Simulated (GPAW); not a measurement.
Wanted: an ASE script for a GPAW 26.7.0 run.

```yaml
Task: single point
Functional: PBEsol
Potentials_or_basis: PAW data sets generated in the run's folder for this functional
Cutoff: 600 eV
Basis: pw
k_mesh: 8 × 8 × 8
Occupations: fermi-dirac, width 0.05 eV
Spin: no spin polarisation
Hubbard_terms: Hf d U = 3.5 eV
Maxiter: 120
Convergence: default
```

The structure of HfC lies in HfC.cif:

```cif
data_HfC
_cell_length_a 3.28804653
_cell_length_b 3.28804653
_cell_length_c 3.28804653
_cell_angle_alpha 60.00000000
_cell_angle_beta 60.00000000
_cell_angle_gamma 60.00000000
_space_group_name_H-M_alt 'P1'
_space_group_name_Hall 'P 1'
_space_group_IT_number 1
loop_
_space_group_symop_operation_xyz
'x,y,z'
loop_
_atom_site_label
_atom_site_type_symbol
_atom_site_symmetry_multiplicity
_atom_site_Wyckoff_symbol
_atom_site_fract_x
_atom_site_fract_y
_atom_site_fract_z
_atom_site_occupancy
Hf1 Hf 1 a 0.5000000000 0.5000000000 0.5000000000 1
C1 C 1 a 0.0000000000 0.0000000000 0.0000000000 1
```

The input as run:

run.py

```python
from ase.dft.bandgap import bandgap
from ase.io import read, write
from ase.units import GPa
from gpaw import GPAW, PW, setup_paths

setup_paths.insert(0, '.')

atoms = read('HfC.cif')

calc = GPAW(mode=PW(600),
            xc='PBEsol',
            kpts={'size': (8, 8, 8), 'gamma': True},
            occupations={'name': 'fermi-dirac', 'width': 0.05},
            setups={'Hf': ':d,3.5'},
            nbands=18,
            maxiter=120,
            txt='gpaw.txt')
atoms.calc = calc
energy = atoms.get_potential_energy()
forces = atoms.get_forces()
stress = atoms.get_stress()
calc.write('gs.gpw')
write('result.traj', atoms)
print(f'Energy: {energy:.6f} eV')
print('Forces (eV/A):')
print(forces.round(4))
print('Stress (GPa):', (stress / GPa).round(3))
print('Fermi level:', round(calc.get_fermi_level(), 4), 'eV')
print(f'Gap: {bandgap(calc)[0]:.4f} eV, direct: {bandgap(calc, direct=True)[0]:.4f} eV')
```

Potentials or basis: PAW data sets generated in the run's folder for this functional, pw.

The run is started by

```sh
$ gpaw-setup -f PBEsol C Hf
$ OMP_NUM_THREADS=1 python run.py
```

Results of the run:

```
Pressure               : 7.8 GPa
Band gap on the k mesh : none (metal or under the smearing width)
```

Caveat: the cutoff is short for stress and forces, so pressures can be off by a GPa or more; U without spin polarisation on a metal has little footing; the U is typed as a test and isn't derived for this compound.

Wall time 15 s on 1 thread of Intel(R) Xeon(R) Platinum 8488C (Sapphire Rapids), with other jobs on the host, peak memory 0.15 GiB.
